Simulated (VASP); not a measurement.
Wanted: the native input for a VASP 6.6.1 run.

- Task: single point
- Functional: PBE
- Potentials or basis: VASP PAW PBE potentials, release 64 (Cu, Au)
- Cutoff: 520 eV
- k mesh: 12 × 12 × 12
- Occupations: gaussian, width 0.1 eV
- Spin: no spin polarisation
- Dipole correction: no
- Further INCAR settings: ALGO = Fast; EDIFF = 1e-07; NBANDS = 30

The structure of Cu3Au (Auricupride) lies in POSCAR:

```
Cu3Au
1.0
    3.7802773505      0.0000000000      0.0000000000
    0.0000000000      3.7802773505      0.0000000000
    0.0000000000      0.0000000000      3.7802773505
Cu Au
3 1
Direct
    0.0000000000      0.5000000000      0.5000000000
    0.5000000000      0.0000000000      0.5000000000
    0.5000000000      0.5000000000      0.0000000000
    0.0000000000      0.0000000000      0.0000000000
```

The input as run:

INCAR

```
SYSTEM = Cu3Au
PREC = Accurate
ENCUT = 520
EDIFF = 1E-7
ISMEAR = 0
SIGMA = 0.1
LREAL = .FALSE.
LASPH = .TRUE.
NELM = 100
ALGO = Fast
ISIF = 2
LWAVE = .FALSE.
LCHARG = .FALSE.
GGA = PE
NBANDS = 30
```

KPOINTS

```
regular mesh
0
G
  12 12 12
  0 0 0
```

Potentials or basis: VASP PAW PBE potentials, release 64 (Cu, Au).

Launch:

```sh
$ cat potpaw_PBE.64/Cu/POTCAR potpaw_PBE.64/Au/POTCAR > POTCAR
$ mpirun -np 1 vasp_std > vasp.out
```

It gave:

- Pressure: 0.4 GPa
- Band gap on the k mesh: none (metal or under the smearing width)

It took 100 s on 1 thread of Intel(R) Xeon(R) Platinum 8488C (Sapphire Rapids), on a shared host, peak memory 0.24 GiB.
